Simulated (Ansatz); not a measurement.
HfC:

```
CELL_PARAMETERS angstrom
-1.39667 2.49718 1.84734
1.39667 -2.49718 1.84734
1.39667 2.49718 -1.84734
ATOMIC_POSITIONS crystal
Hf 0.98471 0.98471 0.00000
C 0.67945 0.17945 0.50000
```

The cell was built by a generator and needn't be a form met in nature.

```yaml
Program: Ansatz 0.2.0
Task: relaxation of cell and atoms
Functional: HSE06
Potentials_or_basis: Ansatz PAW
Cutoff: "420 eV (not typed: the program's choice for these potentials)"
k_mesh: 6 × 6 × 6
Occupations: fermi-dirac, width 0.05 eV
Spin: no spin polarisation
```

At the start: volume 12.89 Å³/atom.

Task: How do energy, volume and symmetry change on relaxing?

Result: It ends after 11 steps and the volume is 12.50 Å³/atom (-3.0 %); space group Fm-3m (No. 225, to 0.05 Å).

The path:
| step | energy change (eV) | largest force (eV/Å) | volume (Å³) |
| --- | --- | --- | --- |
| 1 | 0.0000 | 11.9042 | 25.77 |
| 2 | -2.3871 | 5.2158 | 26.48 |
| 3 | -3.5522 | 3.2494 | 25.61 |
| 4 | -4.2231 | 1.6206 | 24.32 |
| 5 | -4.4314 | 0.0088 | 25.27 |
| 6 | -4.4354 | 0.0016 | 24.95 |
| 7 | -4.4354 | 0.0003 | 24.95 |
| 8 | -4.4505 | 0.0003 | 24.95 |
| 9 | -4.4512 | 0.0006 | 24.99 |
| 10 | -4.4512 | 0.0000 | 25.00 |
| 11 | -4.4513 | 0.0000 | 25.00 |

Final structure:
```
CELL_PARAMETERS angstrom
-1.64096 2.32078 1.64098
1.64096 -2.32078 1.64098
1.64096 2.32078 -1.64098
ATOMIC_POSITIONS crystal
Hf 0.08208 0.08208 0.00000
C 0.58208 0.08208 0.50000
```

Caveat: the k mesh is coarse (spacing up to 0.47 Å⁻¹), so the values aren't converged, least of all with exact exchange; the plane-wave basis is chosen anew once the cell has moved, so the energies of steps on either side of that aren't comparable; the PAW data sets come from PBE, with cores solved anew for the run's functional, which leaves a small shift of forces and pressure.
